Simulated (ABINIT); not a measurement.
# SiC (Moissanite 3C) (F-43m) in ABINIT: reference runs, part 2 of 2

ABINIT 10.8.3 (patched build). Earlier steps stand in the parts before.

**4. Single point, PBE (atoms moved at random, drawn with an rms of 0.05 Å)**

File run.abi:

```
pp_dirpath "./"
pseudos "Si.GGA_PBE-JTH.xml, C.GGA_PBE-JTH.xml"

acell 3*1.0
rprim
     0.0000000000     4.1177132256     4.1177132256
     4.1177132256     0.0000000000     4.1177132256
     4.1177132256     4.1177132256     0.0000000000
ntypat 2
znucl 14 6
natom 2
typat 1 2
xred
     0.0229970000    -0.0244710000    -0.0028050000
     0.7830530000     0.7450000000     0.7419040000
chkprim 0
chksymtnons 0
tolsym 1.0e-6

ecut 19.0
pawecutdg 38.0

kptopt 1
ngkpt 10 10 10
nshiftk 1
shiftk 0.0 0.0 0.0

ixc 11

nband 8
occopt 3
tsmear 0.05 eV

nstep 100
tolvrs 1.0e-9

iomode 3
prtwf 0
prtden 0
prteig 0
prtebands 0
enunit 1
```

Potentials or basis: JTH PAW PBE v2.0.

On the command line:

```bash
> abinit run.abi > log 2>&1
```

run.abo:

```text
.Version 10.8.3 of ABINIT
 Symmetries : space group P1 (#  1); Bravais aP (primitive triclinic)
================================================================================
 Values of the parameters that define the memory need of the present run
     intxc =       0    ionmov =       0      iscf =      17    lmnmax =       8
     lnmax =       4     mgfft =      24  mpssoang =       2    mqgrid =    3001
     natom =       2  nloc_mem =       2    nspden =       1   nspinor =       1
    nsppol =       1      nsym =       1    n1xccc =       1    ntypat =       2
    occopt =       3   xclevel =       2
       mpw =         564          nfft =       13824          nkpt =         504
 PAW method is used; the additional fine FFT grid is defined by:
   mgfftf=        36    nfftf =     46656
================================================================================
================================================================================

--------------------------------------------------------------------------------
------------- Echo of variables that govern the present computation ------------
--------------------------------------------------------------------------------
 -outvars: echo values of preprocessed input variables --------
            acell      1.0000000000E+00  1.0000000000E+00  1.0000000000E+00 Bohr
              amu      2.80855000E+01  1.20110000E+01
          chkprim           0
      chksymtnons           0
             ecut      1.90000000E+01 Hartree
           enunit           1
                       outvar_i_n : Printing only first  50 k-points.
              ixc          11
                       outvar_i_n : Printing only first  50 k-points.
         kptrlatt       10    0    0      0   10    0      0    0   10
          kptrlen      5.82332589E+01
            natom           2
            nband           8
            ngfft          24      24      24
          ngfftdg          36      36      36
             nkpt         504
            nstep         100
             nsym           1
           ntypat           2
                       prtocc : prtvol=0, do not print more k-points.
           occopt           3
        pawecutdg      3.80000000E+01 Hartree
         pawxcdev           0
           prtden           0
        prtebands           0
           prteig           0
            prtwf           0
            rprim      0.0000000000E+00  4.1177132256E+00  4.1177132256E+00
                       4.1177132256E+00  0.0000000000E+00  4.1177132256E+00
                       4.1177132256E+00  4.1177132256E+00  0.0000000000E+00
          spgroup           1
           tolsym      1.00000000E-06
           tolvrs      1.00000000E-09
           tsmear      1.83746611E-03 Hartree
            typat      1  2
           useylm           1
                       outvars : Printing only first  50 k-points.
           xangst     -5.9434403960E-02  4.3998367971E-02 -3.2118459979E-03
                       3.2399638138E+00  3.3228813008E+00  3.3296274848E+00
            xcart     -1.1231474594E-01  8.3144865451E-02 -6.0695092945E-03
                       6.1226442660E+00  6.2793356074E+00  6.2920840475E+00
             xred      2.2997000000E-02 -2.4471000000E-02 -2.8050000000E-03
                       7.8305300000E-01  7.4500000000E-01  7.4190400000E-01
            znucl       14.00000    6.00000

================================================================================

 chkinp: Checking input parameters for consistency.

================================================================================
== DATASET  1 ==================================================================

--- !DatasetInfo
iteration_state: {dtset: 1, }
dimensions: {natom: 2, nkpt: 504, mband: 8, nsppol: 1, nspinor: 1, nspden: 1, mpw: 564, }
cutoff_energies: {ecut:  19.0, pawecutdg:  38.0, }
electrons: {nelect:   8.00000000E+00, charge:   0.00000000E+00, occopt:   3.00000000E+00, tsmear:   1.83746611E-03, }
meta: {optdriver: 0, ionmov: 0, optcell: 0, iscf: 17, paral_kgb: 0, }
[... 95 lines left out ...]
pressure_GPa:   3.3284E+00
xred      :
- [  2.2997E-02,  -2.4471E-02,  -2.8050E-03, Si]
- [  7.8305E-01,   7.4500E-01,   7.4190E-01,  C]
cartesian_forces: # hartree/bohr
- [  1.25895315E-02,   6.57176358E-03,   2.42772108E-02, ]
- [ -1.25895315E-02,  -6.57176358E-03,  -2.42772108E-02, ]
force_length_stats: {min:   2.81259194E-02, max:   2.81259194E-02, mean:   2.81259194E-02, }
...

 Integrated electronic density in atomic spheres:
 ------------------------------------------------
 Atom  Sphere_radius  Integrated_density
    1        1.90945          1.67831242
    2        1.50737          2.58000907

================================================================================

 ----iterations are completed or convergence reached----

 Mean square residual over all n,k,spin=   99.214E-09; max=  18.031E-05
 reduced coordinates (array xred) for    2 atoms
       0.022997000000     -0.024471000000     -0.002805000000
       0.783053000000      0.745000000000      0.741904000000
 rms dE/dt=  1.2303E-01; max dE/dt=  1.5212E-01; dE/dt below (all hartree)
    1      -0.127068070329     -0.151488961916     -0.078533707430
    2       0.126986388959      0.152124382175      0.079267728679

 cartesian coordinates (angstrom) at end:
    1     -0.05943440396026     0.04399836797058    -0.00321184599785
    2      3.23996381383380     3.32288130077836     3.32962748477385

 cartesian forces (hartree/bohr) at end:
    1      0.01258953146746     0.00657176358428     0.02427721075777
    2     -0.01258953146746    -0.00657176358428    -0.02427721075777
 frms,max,avg= 1.6238507E-02 2.4277211E-02  -8.810E-05 -1.027E-06  1.095E-05 h/b

 cartesian forces (eV/Angstrom) at end:
    1      0.64737973705420     0.33793367069826     1.24838437056964
    2     -0.64737973705420    -0.33793367069826    -1.24838437056964
 frms,max,avg= 8.3501761E-01 1.2483844E+00  -4.530E-03 -5.282E-05  5.628E-04 e/A
 length scales=  1.000000000000  1.000000000000  1.000000000000 bohr
              =  0.529177210544  0.529177210544  0.529177210544 angstroms
 Fermi (or HOMO) energy (eV) =   8.56473   Average Vxc (eV)= -11.44716
 Eigenvalues (   eV  ) for nkpt= 504  k points:
 kpt#   1, nband=  8, wtk=  0.00100, kpt=  0.0000  0.0000  0.0000 (reduced coord)
  -7.68415    7.37507    7.79510    8.06110   13.91204   14.90054   14.99429   15.20221
 prteigrs : prtvol=0 or 1, do not print more k-points.

--- !EnergyTerms
iteration_state     : {dtset: 1, }
comment             : Components of total free energy in Hartree
kinetic             :  5.07710851109229E+00
hartree             :  1.17435301928838E+00
xc                  : -4.62270996490811E+00
Ewald energy        : -1.04610063332266E+01
psp_core            :  5.21729747847942E-01
local_psp           : -4.02985475827662E+00
PAW spherical_terms :  2.59351195360120E+00
internal            : -9.74686782458150E+00
'-kT*entropy'       : -5.82639854251775E-09
total_energy        : -9.74686783040790E+00
total_energy_eV     : -2.65225785221756E+02
...

--- !EnergyTermsDC
iteration_state     : {dtset: 1, }
comment             : '"Double-counting" decomposition of free energy'
band_energy         :  5.38814314432031E-01
Ewald energy        : -1.04610063332266E+01
psp_core            :  5.21729747847942E-01
xc_dc               : -1.75695262636632E+00
PAW spherical_terms :  1.41054814467577E+00
internal            : -9.74686675263717E+00
'-kT*entropy'       : -5.82639854251775E-09
total_energy_dc     : -9.74686675846357E+00
total_energy_dc_eV  : -2.65225756052665E+02
...

--- !EnergyTermsWithPAWCore
iteration_state     : {dtset: 1, }
comment             : 'Components of total free energy, including PAW core contributions'
Total energy        : -3.28152946585762E+02
Total energy DC     : -3.28152945513817E+02
Total energy (eV)   : -8.92949657730193E+03
Total energy DC (eV): -8.92949654813284E+03
...

 Cartesian components of stress tensor (hartree/bohr^3)
  sigma(1 1)= -1.17680622E-04  sigma(3 2)= -7.43291405E-05
  sigma(2 2)= -1.23375642E-04  sigma(3 1)= -4.27072245E-05
  sigma(3 3)= -9.83354492E-05  sigma(2 1)= -1.42785559E-04

-Cartesian components of stress tensor (GPa)         [Pressure=  3.3284E+00 GPa]
- sigma(1 1)= -3.46228344E+00  sigma(3 2)= -2.18683881E+00
- sigma(2 2)= -3.62983670E+00  sigma(3 1)= -1.25648993E+00
- sigma(3 3)= -2.89312880E+00  sigma(2 1)= -4.20089617E+00

== END DATASET(S) ==============================================================
================================================================================

 -outvars: echo values of variables after computation  --------
            acell      1.0000000000E+00  1.0000000000E+00  1.0000000000E+00 Bohr
           etotal     -9.7468667585E+00
            fcart      1.2589531467E-02  6.5717635843E-03  2.4277210758E-02
                      -1.2589531467E-02 -6.5717635843E-03 -2.4277210758E-02
            rprim      0.0000000000E+00  4.1177132256E+00  4.1177132256E+00
                       4.1177132256E+00  0.0000000000E+00  4.1177132256E+00
                       4.1177132256E+00  4.1177132256E+00  0.0000000000E+00
           strten     -1.1768062204E-04 -1.2337564182E-04 -9.8335449166E-05
                      -7.4329140482E-05 -4.2707224504E-05 -1.4278555858E-04
           xangst     -5.9434403960E-02  4.3998367971E-02 -3.2118459979E-03
                       3.2399638138E+00  3.3228813008E+00  3.3296274848E+00
             xred      2.2997000000E-02 -2.4471000000E-02 -2.8050000000E-03
                       7.8305300000E-01  7.4500000000E-01  7.4190400000E-01
 Calculation completed.
```

It took 63 s on 1 thread of Arm Neoverse V1, shared host; peak memory 0.15 GiB.

What came out:

| Item | Value |
| --- | --- |
| Free energy | -265.2258 eV |
| Pressure | 3.3 GPa |
| Largest force | 1.446 eV/Å |
| Band gap on the k mesh | 1.04 eV, indirect (least direct gap 4.41 eV) |
| Valence electrons inside the program's atomic spheres | Si 1.68; C 2.58 |

Forces in eV/Å, atoms in the order of the input:
```
Si   0.647  0.338  1.248
C   -0.647 -0.338 -1.248
```

**5. How close it comes**

Step 2. Measured gap of SiC: 2.4 eV (indirect; quoted in “Insight into the structural, elastic and electronic properties of a new orthorhombic 6O-SiC polytype”, 2020, pmc:7200658). This calculation gives 1.36 eV (-1.04 eV). The value is that of PBE on a finite k mesh, which can miss the band edges, without temperature or zero-point motion. Semilocal functionals fall short of measured gaps as a rule.

Step 3. Measured gap of SiC: 2.4 eV (indirect; quoted in “Insight into the structural, elastic and electronic properties of a new orthorhombic 6O-SiC polytype”, 2020, pmc:7200658). This calculation gives 1.36 eV (-1.04 eV). The value is that of PBE on a finite k mesh, which can miss the band edges, without temperature or zero-point motion. Semilocal functionals fall short of measured gaps as a rule.
